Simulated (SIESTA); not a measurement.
The system is Bi.

```
CELL_PARAMETERS angstrom
3.23838 0.00000 0.00000
0.00000 3.22164 0.00000
-0.08045 0.00000 6.44389
ATOMIC_POSITIONS crystal
Bi 0.54425 0.00000 0.74958
Bi 0.45575 0.00000 0.25042
```

This isn't the form of Bi at room conditions, which is rhombohedral.

- Program: SIESTA 5.4.2
- Task: single point
- Functional: PBE
- Potentials or basis: PseudoDojo 0.4 standard (PBE files)
- Basis: DZP (energy shift 0.003 Ry; two zetas on semicore shells)
- Grid cutoff: 500 Ry
- Energy shift: 0.003 Ry
- k mesh: 8 × 8 × 4
- Occupations: fermi-dirac, width 0.05 eV
- Spin: no spin polarisation

On this cell: pressure 2.5 GPa; largest force 0.036 eV/Å; band gap on the k mesh none (metal or under the smearing width).

The same run follows on a disturbed copy (atoms moved at random, drawn with an rms of 0.05 Å):

```
CELL_PARAMETERS angstrom
3.23838 0.00000 0.00000
0.00000 3.22164 0.00000
-0.08045 0.00000 6.44389
ATOMIC_POSITIONS crystal
Bi 0.55534 0.00070 0.75028
Bi 0.45838 0.01271 0.24141
```

Q: What does the disturbed cell give?

A: The energy (extrapolated to zero smearing) moves by +0.3 meV/atom; pressure 2.5 GPa; largest force 0.093 eV/Å; band gap on the k mesh none (metal or under the smearing width).

Forces in eV/Å, atoms in the order of the input:
```
Bi   0.027 -0.003 -0.088
Bi  -0.028  0.003  0.089
```

Stress tensor (GPa, compression positive):
```
 2.44  0.01  0.01
 0.01  3.07 -0.01
 0.01 -0.01  2.08
```

Caveats: spin-orbit coupling is left out, which moves the levels of the heavy elements; the basis of atomic orbitals isn't converged, which shifts pressures, moduli and gaps.
